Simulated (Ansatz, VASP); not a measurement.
# NiO: VASP beside Ansatz

```
CELL_PARAMETERS angstrom
0.00000 2.24095 2.24095
2.24095 0.00000 2.24095
2.24095 2.24095 0.00000
ATOMIC_POSITIONS crystal
Ni 0.00000 0.00000 0.00000
O 0.25000 0.25000 0.25000
```

Alike in both runs: task single point; functional r2SCAN; k mesh 12 × 12 × 12; occupations gaussian, width 0.05 eV; collinear spin.

```csv
,VASP,Ansatz
version,VASP 6.6.1,Ansatz 0.2.0
potentials or method,"VASP PAW PBE potentials, release 64 (Ni, O)","scalar-relativistic, plane waves, PAW"
plane-wave cutoff (eV),520,500
valence electrons in the cell,16,24
```

```csv
,VASP,Ansatz,Ansatz less VASP
gap on the k mesh at the Fermi level (eV),none,none,-
pressure (GPa),-4.7,-4.6,+0.04
net moment per atom (μB),1.00,1.00,0.000
size of the moment on the site where the two differ most (μB),1.60,1.58,-0.022
```

Site moments also hang on the region over which each program counts them. A gap of «none» marks a metal or a gap that the smearing closes. The two sets of potentials don't hold the same shells in valence. Ansatz warned: «stability_check_not_made».

Caveats: the PAW data sets were made with another functional, which shifts forces and pressure a little (VASP); a cell with one magnetic atom can't hold antiferromagnetic order, which such compounds often take; semilocal functionals often make such compounds metallic where correlation or magnetic order opens a gap, which also shifts bond lengths.
